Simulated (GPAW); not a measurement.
# GaP (F-43m) in GPAW: notebook

Aim: see how the results for GaP move with the level of theory and the settings. Levels: BP86+D4, PBE. Tasks: equation of state, band structure.

Everything below comes from runs of GPAW 26.7.0. Logs are shortened: lines on timing, memory, paths and dates and some standing lists are left out, and cuts for length are marked. The log counts tension as positive stress, the text compression.

**What was measured.**

“Phosphorous dimerization in GaP at high pressure”, 2017, arxiv:1709.06667 reports, for a bulk crystal of GaP: bulk modulus 87.5 ± 0.6 GPa.

The results are compared with them further down.

**1. The structure**

It takes space group F-43m (No. 216, cubic). Conventional cell: a = 5.450 Å, b = 5.450 Å, c = 5.450 Å, α = 90.00°, β = 90.00°, γ = 90.00°. Ga (site symmetry -43m) has 4 P at 2.36 Å as nearest neighbours. P (site symmetry -43m) has 4 Ga at 2.36 Å as nearest neighbours.

**2. Equation of state, BP86+D4**

run.py reads:

```python
from ase.calculators.mixing import SumCalculator
from ase.eos import EquationOfState
from ase.io import Trajectory, read
from ase.units import GPa
from dftd4.ase import DFTD4
from gpaw import GPAW, PW, setup_paths

setup_paths.insert(0, '.')

atoms = read('GaP.cif')

traj = Trajectory('eos.traj', 'w')
volumes, energies = [], []
for x in [0.94, 0.96, 0.98, 1.0, 1.02, 1.04, 1.06]:
    a = atoms.copy()
    a.set_cell(atoms.cell * x**(1 / 3), scale_atoms=True)
    calc = GPAW(mode=PW(600),
                xc='GGA_X_B88+GGA_C_P86',
                kpts={'size': (8, 8, 8), 'gamma': True},
                occupations={'name': 'fermi-dirac', 'width': 0.05},
                nbands=11,
                convergence={'density': 1e-05, 'energy': 1e-05},
                maxiter=150,
                txt=f'eos-{x:.2f}.txt')
    a.calc = SumCalculator([calc, DFTD4(method='bp')])
    energies.append(a.get_potential_energy())
    volumes.append(a.get_volume())
    p = -a.get_stress()[:3].mean() / GPa
    calc.write(f'eos-{x:.2f}.gpw')
    traj.write(a)
    print(f'{x:.2f} {volumes[-1]:10.4f} A^3 {energies[-1]:14.6f} eV {p:9.3f} GPa', flush=True)

v0, e0, B = EquationOfState(volumes, energies, eos='birchmurnaghan').fit()
print(f'V0 = {v0:.4f} A^3, E0 = {e0:.6f} eV, B0 = {B / GPa:.2f} GPa')
```

GaP.cif reads:

```cif
data_GaP
_cell_length_a 3.85408551
_cell_length_b 3.85408551
_cell_length_c 3.85408551
_cell_angle_alpha 60.00000000
_cell_angle_beta 60.00000000
_cell_angle_gamma 60.00000000
_space_group_name_H-M_alt 'P1'
_space_group_name_Hall 'P 1'
_space_group_IT_number 1
loop_
_space_group_symop_operation_xyz
'x,y,z'
loop_
_atom_site_label
_atom_site_type_symbol
_atom_site_symmetry_multiplicity
_atom_site_Wyckoff_symbol
_atom_site_fract_x
_atom_site_fract_y
_atom_site_fract_z
_atom_site_occupancy
Ga1 Ga 1 a 0.0000000000 0.0000000000 0.0000000000 1
P1 P 1 a 0.7500000000 0.7500000000 0.7500000000 1
```

Potentials or basis: PAW data sets generated in the run's folder for this functional, pw.

Run with:

```console
$ gpaw-setup -f GGA_X_B88+GGA_C_P86 Ga P
$ OMP_NUM_THREADS=1 python run.py
```

Log:

```text
__  _  _
 | _ |_)|_||  |
 |__||  | ||/\| - 26.7.0

Input parameters:
  mode=PW(ecut=600.0),
  convergence={'density': 1e-05, 'energy': 1e-05},
  kpts=MonkhorstPack(size=(8, 8, 8), gamma=True),
  maxiter=150,
  nbands=11,
  occupations=Occupations(name='fermi-dirac', width=0.05),
  xc=XC(name='GGA_X_B88+GGA_C_P86')

Diagonalizing LCAO Hamiltonian
Converting LCAO to pw mode

                       P

       Ga

Atoms  # Å, Bohr magnetons
|   | symbol |        x |        y |        z |    initial magnetic moments |
|---|--------|----------|----------|----------|-----------------------------|
| 0 |     Ga | 0.000000 | 0.000000 | 0.000000 | ( 0.0000,  0.0000,  0.0000) |
| 1 |      P | 5.663113 | 3.269600 | 2.311956 | ( 0.0000,  0.0000,  0.0000) |

Unit cell  # Å
| periodic |        x |        y |        z |  lengths |    angles |
|----------|----------|----------|----------|----------|-----------|
|      yes | 3.775409 | 0.000000 | 0.000000 | 3.775409 | 60.000000 |
|      yes | 1.887704 | 3.269600 | 0.000000 | 3.775409 | 60.000000 |
|      yes | 1.887704 | 1.089867 | 3.082608 | 3.775409 | 60.000000 |

Number of symmetries: 24
Symmetry operations  # r_c * U_cc + t_c -> r_c
|    | kind |            matrix            |
|----|------|------------------------------|
|  0 |  E   |  1, 0, 0,  0, 1, 0,  0, 0, 1 |
|  1 |  σ   |  1, 0, 0,  0, 0, 1,  0, 1, 0 |
|  2 |  σ   |  1, 0,-1,  0, 1,-1,  0, 0,-1 |
|  3 |  C3  |  1, 0,-1,  0, 0,-1,  0, 1,-1 |
|  4 |  C3  |  1,-1, 0,  0,-1, 1,  0,-1, 0 |
|  5 |  σ   |  1,-1, 0,  0,-1, 0,  0,-1, 1 |
|  6 |  σ   |  0, 1, 0,  1, 0, 0,  0, 0, 1 |
|  7 |  C3  |  0, 1, 0,  0, 0, 1,  1, 0, 0 |
|  8 |  C2  |  0, 1,-1,  1, 0,-1,  0, 0,-1 |
|  9 |  S4  |  0, 1,-1,  0, 0,-1,  1, 0,-1 |
| 10 |  C3  |  0, 0, 1,  1, 0, 0,  0, 1, 0 |
| 11 |  σ   |  0, 0, 1,  0, 1, 0,  1, 0, 0 |
| 12 |  S4  |  0, 0,-1,  1, 0,-1,  0, 1,-1 |
| 13 |  C3  |  0, 0,-1,  0, 1,-1,  1, 0,-1 |
| 14 |  S4  |  0,-1, 1,  1,-1, 0,  0,-1, 0 |
| 15 |  C2  |  0,-1, 1,  0,-1, 0,  1,-1, 0 |
| 16 |  C3  |  0,-1, 0,  1,-1, 0,  0,-1, 1 |
| 17 |  S4  |  0,-1, 0,  0,-1, 1,  1,-1, 0 |
| 18 |  S4  | -1, 1, 0, -1, 0, 1, -1, 0, 0 |
| 19 |  C3  | -1, 1, 0, -1, 0, 0, -1, 0, 1 |
| 20 |  C3  | -1, 0, 1, -1, 1, 0, -1, 0, 0 |
| 21 |  S4  | -1, 0, 1, -1, 0, 0, -1, 1, 0 |
| 22 |  σ   | -1, 0, 0, -1, 1, 0, -1, 0, 1 |
| 23 |  C2  | -1, 0, 0, -1, 0, 1, -1, 1, 0 |

BZ-sampling:
  Number of BZ points: 512
  Number of IBZ points: 29

  Monkhorst-Pack size: [8, 8, 8]
  Monkhorst-Pack shift: [0.0625, 0.0625, 0.0625]

K-points  # in reciprocal-cell coordinates
|     |                                coordinates |     weight |
|-----|--------------------------------------------|------------|
|   0 | (  0.00000000,   0.00000000,   0.00000000) | 0.00195312 |
|   1 | (  0.12500000,   0.12500000,   0.00000000) | 0.01171875 |
|   2 | (  0.12500000,   0.12500000,   0.12500000) | 0.01562500 |
|   3 | (  0.25000000,   0.12500000,   0.12500000) | 0.02343750 |
|   4 | (  0.25000000,   0.25000000,   0.00000000) | 0.01171875 |
|   5 | (  0.25000000,   0.25000000,   0.12500000) | 0.04687500 |
|   6 | (  0.25000000,   0.25000000,   0.25000000) | 0.01562500 |
|   7 | (  0.37500000,   0.25000000,  -0.37500000) | 0.04687500 |
|   8 | (  0.37500000,   0.25000000,   0.12500000) | 0.04687500 |
|   9 | (  0.37500000,   0.25000000,   0.25000000) | 0.04687500 |
| ... |                                            |            |
|  28 | (  0.50000000,   0.50000000,   0.50000000) | 0.00781250 |

Plane wave coefficients: 1287
Cutoff: 600.0 eV

Spin-components: 1 (collinear spins)
Bands:           11
Projectors:      10
Spin-degeneracy: 2
Datatype:        complex128

Parallelization:
  kpt:    1
  domain: 1
  band:   1

Density:
  Valence electrons: 8.0
  Components: 1
  Grid points: [24 24 24]
  Charge: 0.0  # |e|

Potential:
  Grid points: [24 24 24]

species:
  Ga:
    name:    Gallium
    Z:       31.0
    valence: 3
    core:    28
    charge:  0.0  # [|e|]
    compensation charges:
      type: gauss
      rc: 0.37  # [Å]
      lmax: 2
    cutoffs:
      filter: 2.06  # [Å]
      core: 4.17  # [Å]
    projectors
    | kind |    occ | energy [eV] | rcut [Å] |
    |------|--------|-------------|----------|
    |   4s |  2.000 |      -9.106 |    1.164 |
    |   4p |  1.000 |      -2.718 |    1.164 |
    |    s |        |      18.106 |    1.164 |
    |    p |        |      24.494 |    1.164 |
    |    d |        |       0.000 |    1.164 |

    Using partial waves for Ga as LCAO basis

  P:
    name:    Phosphorus
    Z:       15.0
    valence: 5
    core:    10
    charge:  0.0  # [|e|]
    compensation charges:
      type: gauss
      rc: 0.30  # [Å]
      lmax: 2
    cutoffs:
      filter: 1.69  # [Å]
      core: 1.81  # [Å]
    projectors
    | kind |    occ | energy [eV] | rcut [Å] |
    |------|--------|-------------|----------|
    |   3s |  2.000 |     -14.072 |    0.953 |
    |   3p |  3.000 |      -5.604 |    0.953 |
    |    s |        |      13.140 |    0.953 |
    |    p |        |      21.607 |    0.953 |
    |    d |        |       0.000 |    0.953 |

    Using partial waves for P as LCAO basis

Reference energy: -62208.369651  # eV

eigensolver:
  PPCG
  Converge bands: occupied
  niter=2

density mixing:
  MSR1-Mixer
  Pratt-step length: 0.05
  Maximum mixing coefficient: 0.75
  Old densities: 10
  SVD Regularization: 0.005
  Good broyden scale: 1.0
  Trust region scale: 1.0
  Backstep threshold: 4.0
  History deletion threshold: 6.0
  Fourier metric: weight=20.0, sigma=0.015

occupation numbers:
  Fermi-Dirac:
    width: 0.0500  # eV

poisson solver:
  ecut: 4800.0  # eV

xc functional:
  name: GGA_X_B88+GGA_C_P86 with 2 nearest neighbor stencil

convergence criteria:
- Maximum integral of absolute [dens]ity change: 1e-05 electrons / valence electron
- Maximum [total energy] change in last 3 cyles: 1e-05 eV / valence electron
- Maximum integral of absolute [eigenst]ate change: 4e-08 eV^2 / valence electron
maximum number of iterations: 150

SCF iterations
|iter     | |      energy | eigst |  dens |
|---------|-|-------------|-------|-------|
|iter:   1| |   -8.828569 | -0.22 |       |
|iter:   2| |   -8.790914 | -2.32 | -0.82 |
|iter:   3| |   -8.614206 | -1.82 | -0.86 |
|iter:   4| |   -8.614094 | -3.36 | -1.51 |
|iter:   5| |   -8.614331 | -4.40 | -2.05 |
|iter:   6| |   -8.614369 | -5.60 | -2.77 |
|iter:   7| |   -8.614370c| -7.07 | -3.73 |
|iter:   8| |   -8.614370c| -8.54c| -4.19 |
|iter:   9| |   -8.614370c| -9.19c| -5.35c|

Converged in 9 steps
Energy contributions relative to reference atoms: (reference = -62208.369651)

Energy contributions:
  Kinetic:          34.520612
  Coulomb:         -30.000183
  Zero:              0.016773
  External:          0.000000
  Xc:              -13.151571
  Entropy:          -0.000000
  Spinorbit:         0.000000
  ----------------------------
  Free energy:      -8.614370
  Extrapolated:     -8.614370

dipole moment: (-14.877483, -8.589519, -6.073707)  # |e|*Ang

Fermi level: 6.316
Eigenvalues  # (at kpt = [0.000, 0.000, 0.000])
| band index |      eig [eV] | occ [0-2] |
|------------|---------------|-----------|
|          0 |        -7.397 |     2.000 |
|          1 |         5.554 |     2.000 |
|          2 |         5.554 |     2.000 |
|          3 |         5.554 |     2.000 |
|          4 |         7.913 |     0.000 |
|          5 |         9.468 |     0.000 |
|          6 |         9.468 |     0.000 |
|          7 |         9.468 |     0.000 |
|          8 |        14.732 |     0.000 |
|          9 |        15.378 |     0.000 |
|         10 |        15.378 |     0.000 |

Gap: 1.563 eV
Transition (v -> c):
  (s=0, k=0, n=3, [0.00, 0.00, 0.00]) -> (s=0, k=24, n=4, [0.50, 0.50, 0.00])
Direct/indirect transitions are different
Direct gap: 2.359 eV
Transition at: (s=0, k=0, n=3, [0.00, 0.00, 0.00])

Stress tensor  # eV/Ang^3
|         x |         y |         z |
|-----------|-----------|-----------|
| -0.074035 |  0.000000 |  0.000000 |
|  0.000000 | -0.074035 |  0.000000 |
|  0.000000 |  0.000000 | -0.074035 |

# Writing to eos-0.94.gpw (mode='')
```

Wall time 1.9 min (1 thread of Arm Neoverse N1, shared host); peak memory 0.19 GiB.

Results:

```
Equilibrium volume                      : 20.08 Å³/atom
Bulk modulus                            : 93 GPa
Pressure derivative of the bulk modulus : 4.6
```

Energy against volume, from the lowest point:
```csv
volume (Å³/atom),energy (meV/atom)
19.026,17.54
19.431,6.21
19.836,0.57
20.240,0.00
20.645,3.98
21.050,11.99
21.455,23.60
```

Caveat: the data sets keep Ga 3d, Li 1s and Be 1s frozen, and some such compounds lay over 1.5 % in volume off other programs.

**3. Equation of state, PBE**

run.py: that of step 2 with these lines changed.

```diff
@@ -1,2 +1 @@
-from ase.calculators.mixing import SumCalculator
 from ase.eos import EquationOfState
@@ -4,3 +3,2 @@
 from ase.units import GPa
-from dftd4.ase import DFTD4
 from gpaw import GPAW, PW, setup_paths
@@ -17,3 +15,3 @@
     calc = GPAW(mode=PW(600),
-                xc='GGA_X_B88+GGA_C_P86',
+                xc='PBE',
                 kpts={'size': (8, 8, 8), 'gamma': True},
@@ -24,4 +22,4 @@
                 txt=f'eos-{x:.2f}.txt')
-    a.calc = SumCalculator([calc, DFTD4(method='bp')])
-    energies.append(a.get_potential_energy())
+    a.calc = calc
+    energies.append(a.get_potential_energy(force_consistent=True))
     volumes.append(a.get_volume())
```

GaP.cif is that of step 2.

Potentials or basis: PAW data sets generated in the run's folder for this functional, pw.

Run with:

```console
$ gpaw-setup -f PBE Ga P
$ OMP_NUM_THREADS=1 python run.py
```

It took 70 s on 1 thread of Arm Neoverse V1, shared host; peak memory 0.19 GiB.

The run converged. Its results:

```yaml
Equilibrium_volume: 21.30 Å³/atom
Bulk_modulus: 79 GPa
Pressure_derivative_of_the_bulk_modulus: 4.6
```

Energy against volume, from the lowest point:
```
volume (Å³/atom)  energy (meV/atom)
          19.026              74.07
          19.431              48.09
          19.836              28.34
          20.240              14.20
          20.645               5.10
          21.050               0.52
          21.455               0.00
```

Caveat: the data sets keep Ga 3d, Li 1s and Be 1s frozen, and some such compounds lay over 1.5 % in volume off other programs. PBE usually gives volumes a little too large and moduli too small.

(Continued in part 2 of 2.)
